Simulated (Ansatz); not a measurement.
Consider a dielectric-dependent hybrid calculation of TlCl, space group Pm-3m (Ansatz 0.2.0 through its Python package).

`tlcl_ddh.py`
```python
"""A hybrid whose exact exchange is one over the dielectric constant of TlCl."""

import ansatz as az
import numpy as np


def count_gap(report):
    # lowest empty less highest filled band, counting bands; zero where they overlap
    return max(report.get("gap_by_band_count_ev") or 0.0, 0.0)

crystal = (
    az.Lattice.of((3.834, 0.0, 0.0), (0.0, 3.834, 0.0), (0.0, 0.0, 3.834))
    .atom("Tl", (0.0, 0.0, 0.0))
    .atom("Cl", (0.5, 0.5, 0.5))
)

setup = (
    crystal.calculation()
    .kpoints(4)
    .occupations("fixed")
    .band_table()
)
semilocal = setup.functional("pbe").run(threads=1).report
hybrid = setup.functional(exchange="pbe", correlation="pbe", exact_fraction="inverse_dielectric").run(threads=1).report
alpha = hybrid["hybrid"]["exact_exchange_fraction"]
print(f"fraction of exact exchange {alpha:.4f}, so eps_inf = {1 / alpha:.2f}")
print(f"gap by band count: {count_gap(semilocal):.3f} eV semilocal, {count_gap(hybrid):.3f} eV hybrid")
```

What fraction of exact exchange results, and what does it do to the gap?

The fraction is 0.1883, one over a mean dielectric constant (a third of the trace) of 5.31. It opens the gap from 2.071 to 3.134 eV, by 1.06 eV.

What the script printed:

```console
$ python tlcl_ddh.py
DeckWarning: basis.ecutwfc = 420 eV, auto-derived from the records' recommended cutoffs: set by Tl (normal level)
fraction of exact exchange 0.1883, so eps_inf = 5.31
gap by band count: 2.071 eV semilocal, 3.134 eV hybrid
```
(Warnings from the package without file and line.)

Of the deposited cell: the entry's cell lengths or inner coordinates differ somewhat from later room-temperature determinations. The structure is a deposited one; some such entries were measured under pressure or heat, so a shift against it needn't be the functional's error alone. Gaps and levels are Kohn-Sham values on a finite set of k-points, without spin-orbit coupling. The gaps are those of a coarse mesh; the run finds the dielectric constant of the semilocal functional on meshes of its own. Hardware and time: 22 s on 1 thread of Arm Neoverse V1, on a shared host, peak memory 0.92 GiB.
